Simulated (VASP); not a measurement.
# InP (F-43m) in VASP: band structure with PBE-EpsX

Aim: the band structure of InP with PBE-EpsX.

Everything below comes from runs of VASP 6.6.1. Logs are shortened: lines on timing, memory, paths and dates and some standing lists are left out, and cuts for length are marked.

**The experiment to reproduce.**

From a printed reference work, data compilation, for a bulk crystal of InP at 1.6 K: band gap 1.4236 eV (direct).

How close the calculation comes is told below.

**1. Starting point**

Symmetry: F-43m, No. 216, cubic system. Conventional cell: a = 5.958 Å, b = 5.958 Å, c = 5.958 Å, α = 90.00°, β = 90.00°, γ = 90.00°. In (site symmetry -43m) is surrounded by 4 P at 2.58 Å. P (site symmetry -43m) is surrounded by 4 In at 2.58 Å.

**2. Band structure, PBE-EpsX**

Input file POSCAR:

```
InP                                     
1.0
    0.0000000000      2.9788988846      2.9788988846
    2.9788988846      0.0000000000      2.9788988846
    2.9788988846      2.9788988846      0.0000000000
  In              P             
     1     1
Direct
     0.0000000000000000    0.0000000000000000    0.0000000000000000
     0.2500000000000000    0.2500000000000000    0.2500000000000000
```

Input file INCAR.step1:

```
SYSTEM = InP
PREC = Accurate
ENCUT = 520
EDIFF = 1E-8
ISMEAR = 0
SIGMA = 0.02
LREAL = .FALSE.
LASPH = .TRUE.
NELM = 60
ALGO = Normal
ISIF = 2
LWAVE = .FALSE.
LCHARG = .FALSE.
KPAR = 4
GGA = PE
LEPSILON = .TRUE.
```

Input file KPOINTS.step1:

```
Automatic mesh
0
G
  10 10 10
  0 0 0
```

Input file INCAR.step2:

```
SYSTEM = InP
PREC = Accurate
ENCUT = 520
EDIFF = 1E-5
ISMEAR = 0
SIGMA = 0.02
LREAL = .FALSE.
LASPH = .TRUE.
NELM = 60
ALGO = Normal
ISIF = 2
LWAVE = .TRUE.
LCHARG = .FALSE.
NBANDS = 16
KPAR = 4
GGA = PE
```

Input file KPOINTS.step2:

```
regular mesh
0
G
  6 6 6
  0 0 0
```

Input file INCAR.step3:

```
SYSTEM = InP
PREC = Accurate
ENCUT = 520
EDIFF = 1E-7
ISMEAR = 0
SIGMA = 0.02
LREAL = .FALSE.
LASPH = .TRUE.
NELM = 60
ALGO = Normal
ISIF = 2
LWAVE = .FALSE.
LCHARG = .FALSE.
GGA = PE
LHFCALC = .TRUE.
AEXX = 0.054
PRECFOCK = Fast
HFRCUT = -1
NBANDS = 16
KPAR = 4
ISTART = 1
```

Input file KPOINTS.step3:

```
regular mesh
0
G
  6 6 6
  0 0 0
```

Input file KPOINTS_OPT:

```
path GXWKGLUWLK,UX
8
line-mode
reciprocal
 0.0000000000  0.0000000000  0.0000000000  G
 0.5000000000  0.0000000000  0.5000000000  X

 0.5000000000  0.0000000000  0.5000000000  X
 0.5000000000  0.2500000000  0.7500000000  W

 0.5000000000  0.2500000000  0.7500000000  W
 0.3750000000  0.3750000000  0.7500000000  K

 0.3750000000  0.3750000000  0.7500000000  K
 0.0000000000  0.0000000000  0.0000000000  G

 0.0000000000  0.0000000000  0.0000000000  G
 0.5000000000  0.5000000000  0.5000000000  L

 0.5000000000  0.5000000000  0.5000000000  L
 0.6250000000  0.2500000000  0.6250000000  U

 0.6250000000  0.2500000000  0.6250000000  U
 0.5000000000  0.2500000000  0.7500000000  W

 0.5000000000  0.2500000000  0.7500000000  W
 0.5000000000  0.5000000000  0.5000000000  L

 0.5000000000  0.5000000000  0.5000000000  L
 0.3750000000  0.3750000000  0.7500000000  K

 0.6250000000  0.2500000000  0.6250000000  U
 0.5000000000  0.0000000000  0.5000000000  X
```

Potentials or basis: VASP PAW PBE potentials, release 64 (In_d, P).

The run is started by

```console
cat potpaw_PBE.64/In_d/POTCAR potpaw_PBE.64/P/POTCAR > POTCAR
cp INCAR.step1 INCAR
cp KPOINTS.step1 KPOINTS
mpirun -np 4 vasp_std > vasp.out
cp INCAR.step2 INCAR
cp KPOINTS.step2 KPOINTS
mpirun -np 4 vasp_std > vasp.out
cp INCAR.step3 INCAR
cp KPOINTS.step3 KPOINTS
mpirun -np 4 vasp_std > vasp.out
```

OUTCAR:

```text
SYSTEM = InP
   PREC = Accurate
   ENCUT = 520
   EDIFF = 1E-7
   ISMEAR = 0
   LREAL = .FALSE.
   LASPH = .TRUE.
   NELM = 60
   ISIF = 2
   GGA = PE
   LHFCALC = .TRUE.
   AEXX = 0.054
   PRECFOCK = Fast
   ISTART = 1

 ion  position               nearest neighbor table
   1  0.000  0.000  0.000-   2 2.58   2 2.58   2 2.58   2 2.58
   2  0.250  0.250  0.250-   1 2.58   1 2.58   1 2.58   1 2.58

  LATTYP: Found a face centered cubic cell.
 ALAT       =     5.9577977692

  Lattice vectors:

 A1 = (   0.0000000000,   2.9788988846,   2.9788988846)
 A2 = (   2.9788988846,   0.0000000000,   2.9788988846)
 A3 = (   2.9788988846,   2.9788988846,   0.0000000000)

Analysis of symmetry for initial positions (statically):
=====================================================================
 Subroutine PRICEL returns:
 Original cell was already a primitive cell.

 Routine SETGRP: Setting up the symmetry group for a
 face centered cubic supercell.

 Subroutine GETGRP returns: Found 24 space group operations
 (whereof 24 operations were pure point group operations)
 out of a pool of 48 trial point group operations.

The static configuration has the point symmetry T_d .

Analysis of symmetry for dynamics (positions and initial velocities):
=====================================================================
 Subroutine PRICEL returns:
 Original cell was already a primitive cell.

 Routine SETGRP: Setting up the symmetry group for a
 face centered cubic supercell.

 Subroutine GETGRP returns: Found 24 space group operations
 (whereof 24 operations were pure point group operations)
 out of a pool of 48 trial point group operations.

The dynamic configuration has the point symmetry T_d .

 Subroutine INISYM returns: Found 24 space group operations
 (whereof 24 operations are pure point group operations),
 and found     1 'primitive' translations

----------------------------------------------------------------------------------------

                                     Primitive cell

  volume of cell :      52.8685

  direct lattice vectors                    reciprocal lattice vectors
     0.000000000  2.978898885  2.978898885    -0.167847255  0.167847255  0.167847255
     2.978898885  0.000000000  2.978898885     0.167847255 -0.167847255  0.167847255
     2.978898885  2.978898885  0.000000000     0.167847255  0.167847255 -0.167847255

  length of vectors
     4.212799204  4.212799204  4.212799204     0.290719973  0.290719973  0.290719973

  position of ions in fractional coordinates (direct lattice)
     0.000000000  0.000000000  0.000000000
     0.250000000  0.250000000  0.250000000

  ion indices of the primitive-cell ions
   primitive index   ion index
                 1           1
                 2           2

----------------------------------------------------------------------------------------

 KPOINTS: regular mesh

Automatic generation of k-mesh.
 Grid dimensions read from file:
 generate k-points for:    6    6    6

 Generating k-lattice:

  Cartesian coordinates                     Fractional coordinates (reciprocal lattice)
    -0.027974542  0.027974542  0.027974542     0.166666667  0.000000000  0.000000000
     0.027974542 -0.027974542  0.027974542     0.000000000  0.166666667  0.000000000
     0.027974542  0.027974542 -0.027974542     0.000000000  0.000000000  0.166666667

  Length of vectors
     0.048453329  0.048453329  0.048453329

  Shift w.r.t. Gamma in fractional coordinates (k-lattice)
     0.000000000  0.000000000  0.000000000

 Subroutine IBZKPT returns following result:
 ===========================================

 Found     16 irreducible k-points:

 Following reciprocal coordinates:
            Coordinates               Weight
  0.000000  0.000000  0.000000      1.000000
  0.166667  0.000000  0.000000      8.000000
  0.333333  0.000000  0.000000      8.000000
  0.500000  0.000000  0.000000      4.000000
  0.166667  0.166667  0.000000      6.000000
  0.333333  0.166667  0.000000     24.000000
[... 8 lines left out ...]
 -0.333333  0.333333  0.166667     24.000000
 -0.333333  0.500000  0.166667     12.000000
   k-points           NKPTS =     16   k-points in BZ     NKDIM =    216   number of bands    NBANDS=     16
   number of dos      NEDOS =    301   number of ions     NIONS =      2
   total plane-waves  NPLWV =  32768
   dimension x,y,z NGX =    32 NGY =   32 NGZ =   32
   dimension x,y,z NGXF=    64 NGYF=   64 NGZF=   64
   ions per type =               1   1
   NGX,Y,Z   is equivalent  to a cutoff of  12.63, 12.63, 12.63 a.u.
   NGXF,Y,Z  is equivalent  to a cutoff of  25.26, 25.26, 25.26 a.u.
 SYSTEM =  InP
   PREC   = accura    normal or accurate (medium, high low for compatibility)
   ISTART =      1    job   : 0-new  1-cont  2-samecut
   ICHARG =      0    charge: 1-file 2-atom 10-const
   ISPIN  =      1    spin polarized calculation?
   LNONCOLLINEAR =      F non collinear calculations
   LSORBIT =      F    spin-orbit coupling
   LASPH  =      T    aspherical Exc in radial PAW
   ENCUT  =  520.0 eV  38.22 Ry    6.18 a.u.   7.83  7.83  7.83*2*pi/ulx,y,z
   NELM   =     60;   NELMIN=  2; NELMDL=  0     # of ELM steps
   EDIFF  = 0.1E-06   stopping-criterion for ELM
   LREAL  =      F    real-space projection
   EDIFFG = 0.1E-05   stopping-criterion for IOM
   NSW    =      0    number of steps for IOM
   IBRION =     -1    ionic relax: 0-MD 1-quasi-New 2-CG
   NFREE  =      0    steps in history (QN), initial steepest desc. (CG)
   ISIF   =      2    stress and relaxation
   ISYM   =      3    0-nonsym 1-usesym 2-fastsym
   POTIM  = 0.5000    time-step for ionic-motion
   TEBEG  =    0.0;   TEEND  =   0.0 temperature during run
   PSTRESS=    0.0 pullay stress
   NELECT =      18.0000    total number of electrons
   NUPDOWN=      -1.0000    fix difference up-down
   EMIN   =  10.00;   EMAX   =-10.00  energy-range for DOS
   EFERMI =   0.00;   METHOD = LEGACY
   ISMEAR =     0;   SIGMA  =   0.02  broadening in eV -4-tet -1-fermi 0-gaus
   EFERMI_NEDOS =   21; number of points for ismear=-14 and -15
   IALGO  =     38    algorithm
   IMIX   =      1    mixing-type and parameters
     AMIX     =   0.40;   BMIX     =  1.00
     AMIX_MAG =   1.60;   BMIX_MAG =  1.00
  volume/ion in A,a.u.               =      26.43       178.39
  Fermi-wavevector in a.u.,A,eV,Ry     =   1.143141  2.160224 17.779712  1.306772
  Thomas-Fermi vector in A             =   2.279837
   LORBIT       =      0    0 simple, 1 ext, 2 COOP (PROOUT), +10 PAW based schemes
   GGA     = PE    functional components
   LHFCALC =     T    Hartree Fock is set to
   PRECFOCK=fast      Normal, Fast or Accurate (Low or Medium for compatibility)
   ENCUT4O =  -1.0   cutoff for four orbital integrals eV
   NKREDX  =     1    reduce k-point grid by
   NKREDY  =     1    reduce k-point grid by
   NKREDZ  =     1    reduce k-point grid by
   AEXX    =    0.0540 exact exchange contribution
   HFSCREEN=    0.0000 screening length (either q_TF or 0.3 A-1)
   HFSCREENC=   0.0000 screening length for correlation (either q_TF or 0.3 A-1)
   ENCUTFOCK=  -1.0 apply spherical cutoff to Coloumb kernel
   IVDW    =     0    specifies the selected vdW correction
   LEPSILON=     F    determine dielectric tensor
   LRPA    =     F    only Hartree local field effects (RPA)
 non-spin polarized calculation
 Gauss-broadening in eV      SIGMA  =   0.02
  energy-cutoff  :      520.00
  volume of cell :       52.87
 maximum number of plane-waves:      1435
  NGX = 18; NGY = 18; NGZ = 18

 number of electron      18.0000005 magnetization

 Free energy of the ion-electron system (eV)
  ---------------------------------------------------
  ext. energy  EPLUGINS =         0.00000000
  ---------------------------------------------------
  free energy    TOTEN  =        -8.91787886 eV

  energy without entropy =       -8.91787886  energy(sigma->0) =       -8.91787886

 E-fermi :   4.6373     XC(G=0):  -8.6574

 val. band max:        4.5165110225   @ k =   0.0000   0.0000   0.0000
 cond. band min:       5.2341845390   @ k =   0.0000   0.0000   0.0000
 fundamental gap:      0.7176735165
 Fermi energy:         4.6373180559

 k-point     1 :       0.0000    0.0000    0.0000
  band No.  band energies     occupation
      1      -9.9825      2.00000
      2      -9.9825      2.00000
      3      -9.9825      2.00000
      4      -9.8518      2.00000
      5      -9.8518      2.00000
      6      -6.9665      2.00000
[... 8 lines left out ...]
     15      14.2564      0.00000
     16      14.2564      0.00000

 k-point     2 :       0.1667    0.0000    0.0000
  band No.  band energies     occupation
      1     -10.0078      2.00000
      2      -9.9720      2.00000
      3      -9.9720      2.00000
      4      -9.8514      2.00000
      5      -9.8514      2.00000
      6      -6.6715      2.00000
[... 8 lines left out ...]
     15      13.4434      0.00000
     16      14.1787      0.00000

 k-point     3 :       0.3333    0.0000    0.0000
  band No.  band energies     occupation
      1     -10.0558      2.00000
      2      -9.9551      2.00000
      3      -9.9551      2.00000
      4      -9.8461      2.00000
      5      -9.8461      2.00000
      6      -5.9165      2.00000
[... 8 lines left out ...]
     15      13.9055      0.00000
     16      13.9055      0.00000

 k-point     4 :       0.5000    0.0000    0.0000
  band No.  band energies     occupation
      1     -10.0789      2.00000
      2      -9.9493      2.00000
      3      -9.9493      2.00000
      4      -9.8407      2.00000
      5      -9.8407      2.00000
      6      -5.3663      2.00000
[... 8 lines left out ...]
     15      15.4401      0.00000
     16      15.4401      0.00000
[... 172 lines left out ...]
 k-point    14 :       0.5000    0.3333    0.1667
  band No.  band energies     occupation
      1     -10.0916      2.00000
      2      -9.9362      2.00000
      3      -9.9208      2.00000
      4      -9.8676      2.00000
      5      -9.8366      2.00000
      6      -5.3282      2.00000
[... 8 lines left out ...]
     15      15.7817      0.00000
     16      16.4727      0.00000

 k-point    15 :      -0.3333    0.3333    0.1667
  band No.  band energies     occupation
      1     -10.0997      2.00000
      2      -9.9366      2.00000
      3      -9.9116      2.00000
      4      -9.8630      2.00000
      5      -9.8405      2.00000
      6      -4.8945      2.00000
[... 8 lines left out ...]
     15      15.7983      0.00000
     16      16.2933      0.00000

 k-point    16 :      -0.3333    0.5000    0.1667
  band No.  band energies     occupation
      1     -10.1168      2.00000
      2      -9.9214      2.00000
      3      -9.9002      2.00000
      4      -9.8753      2.00000
      5      -9.8335      2.00000
      6      -4.7071      2.00000
[... 8 lines left out ...]
     15      16.0113      0.00000
     16      16.6711      0.00000

------------------------ aborting loop because EDIFF is reached ----------------------------------------

  FORCE on cell =-STRESS in cart. coord.  units (eV):
  Direction    XX          YY          ZZ          XY          YZ          ZX
  --------------------------------------------------------------------------------------
  -------------------------------------------------------------------------------------
  Total       -0.1708729     -0.1708729     -0.1708729      0.0000000      0.0000000     -0.0000000
  in kB       -5.1782918     -5.1782918     -5.1782918      0.0000000      0.0000000     -0.0000000
  external PRESSURE =      -5.1782918 kB  Pullay stress =       0.0000000 kB

 VOLUME and BASIS-vectors are now :
 -----------------------------------------------------------------------------
  energy-cutoff  :      520.00
  volume of cell :       52.87
      direct lattice vectors                 reciprocal lattice vectors
     0.000000000  2.978898885  2.978898885    -0.167847255  0.167847255  0.167847255
     2.978898885  0.000000000  2.978898885     0.167847255 -0.167847255  0.167847255
     2.978898885  2.978898885  0.000000000     0.167847255  0.167847255 -0.167847255

 POSITION                                       TOTAL-FORCE (eV/Angst)
 -----------------------------------------------------------------------------------
      0.00000      0.00000      0.00000        -0.000000     -0.000000     -0.000000
      1.48945      1.48945      1.48945         0.000000      0.000000      0.000000
 -----------------------------------------------------------------------------------
    total drift:                                0.000009      0.000010      0.000006

  FREE ENERGIE OF THE ION-ELECTRON SYSTEM (eV)
  ---------------------------------------------------
  free  energy   TOTEN  =        -8.9178788609 eV

  energy  without entropy=       -8.9178788609  energy(sigma->0) =       -8.91787886
```

Wall time 29 min (4 MPI ranks of AMD EPYC 7R13 (Zen 3), shared host); peak memory 0.39 GiB.

What came out:

- Free energy: -8.9179 eV
- Pressure: -0.5 GPa
- Band gap on the k mesh: 0.72 eV, direct
- Band gap along the path: 0.72 eV, direct

Levels at the corners of the path, in eV from the valence-band top:
```csv
point,band 6,band 7,band 8,band 9,band 10,band 11,band 12,band 13
Γ,-11.48,0.00,0.00,0.00,0.72,4.40,4.40,4.40
X,-9.27,-5.68,-2.22,-2.22,2.10,2.55,9.31,9.69
X,-9.27,-5.68,-2.22,-2.22,2.10,2.55,9.31,9.69
W,-9.21,-5.53,-2.83,-2.77,4.54,4.59,5.79,6.53
W,-9.21,-5.53,-2.83,-2.77,4.54,4.59,5.79,6.53
K,-9.29,-5.54,-3.16,-1.85,2.66,4.62,7.75,7.77
K,-9.29,-5.54,-3.16,-1.85,2.66,4.62,7.75,7.77
Γ,-11.48,0.00,0.00,0.00,0.72,4.40,4.40,4.40
Γ,-11.48,0.00,0.00,0.00,0.72,4.40,4.40,4.40
L,-9.88,-5.62,-0.93,-0.93,1.66,5.12,5.12,7.34
L,-9.88,-5.62,-0.93,-0.93,1.66,5.12,5.12,7.34
U,-9.29,-5.54,-3.16,-1.85,2.66,4.62,7.75,7.77
U,-9.29,-5.54,-3.16,-1.85,2.66,4.62,7.75,7.77
W,-9.21,-5.53,-2.83,-2.77,4.54,4.59,5.79,6.53
W,-9.21,-5.53,-2.83,-2.77,4.54,4.59,5.79,6.53
L,-9.88,-5.62,-0.93,-0.93,1.66,5.12,5.12,7.34
L,-9.88,-5.62,-0.93,-0.93,1.66,5.12,5.12,7.34
K,-9.29,-5.54,-3.16,-1.85,2.66,4.62,7.75,7.77
U,-9.29,-5.54,-3.16,-1.85,2.66,4.62,7.75,7.77
X,-9.27,-5.68,-2.22,-2.22,2.10,2.55,9.31,9.69
```

Caveat: the PAW data sets were made with another functional, which shifts forces and pressure a little; spin-orbit coupling is left out, which moves the levels of the heavy elements.

**3. How close it comes**

Step 2. A measured gap of InP is 1.4236 eV (direct; 1.6 K; a printed reference work, data compilation); the calculated 0.72 eV misses it by -0.71 eV. Spin-orbit coupling on In is left out. The value is that of PBE-EpsX, without temperature or zero-point motion.
